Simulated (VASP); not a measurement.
## Hf: relaxation of cell and atoms with PBEsol

The system is Hf.

```xyz
1
Lattice="-1.5824 1.5824 1.5824 1.5824 -1.5824 1.5824 1.5824 1.5824 -1.5824" Properties=species:S:1:pos:R:3 pbc="T T T"
Hf    0.0000    0.0000    0.0000
```

This isn't the form of Hf at room conditions, which is hcp.

```yaml
Program: VASP 6.6.1
Task: relaxation of cell and atoms
Functional: PBEsol
Potentials_or_basis: VASP PAW PBE potentials, release 64 (Hf_pv)
Cutoff: 700 eV
k_mesh: 16 × 16 × 16
Occupations: gaussian, width 0.1 eV
Spin: no spin polarisation
Target_pressure: 50 GPa
Further_INCAR_settings: ALGO = Normal; EDIFF = 1e-07; IBRION = 2; EDIFFG = -0.002; NSW = 80; ISIF = 3
Target_pressure: 50 GPa
```

```json
{
 "Pressure after relaxing": "50.0 GPa",
 "Band gap on the k mesh": "none (metal or under the smearing width)"
}
```

Final structure:
```xyz
1
Lattice="-1.5824 1.5824 1.5824 1.5824 -1.5824 1.5824 1.5824 1.5824 -1.5824" Properties=species:S:1:pos:R:3 pbc="T T T"
Hf    0.0000    0.0000    0.0000
```

Levels at points of the mesh, in eV from the Fermi level:
```
           k point  band 2  band 3  band 4  band 5  band 6  band 7  band 8  band 9
(0.00, 0.00, 0.00)  -28.44  -28.44   -7.97    1.65    1.65    1.65    5.56    5.56
(0.50, 0.00, 0.00)  -29.18  -28.48   -4.67   -1.38    3.16    5.71    7.09   11.16
(0.50, 0.50, 0.50)  -30.05  -30.05   -4.47   -4.47    9.73    9.73    9.73   10.70
```

Wall time 14 s on 1 thread of AMD EPYC 9R14 (Zen 4) (shared host), peak memory 0.14 GiB.

Caveat: the relaxation stopped at its first step, so nothing moved; the cell is relaxed towards a set pressure, so the enthalpy falls and the energy may rise; the PAW data sets were made with another functional, which shifts forces and pressure a little. The run has no spin-orbit coupling, so splittings on Hf are missing.
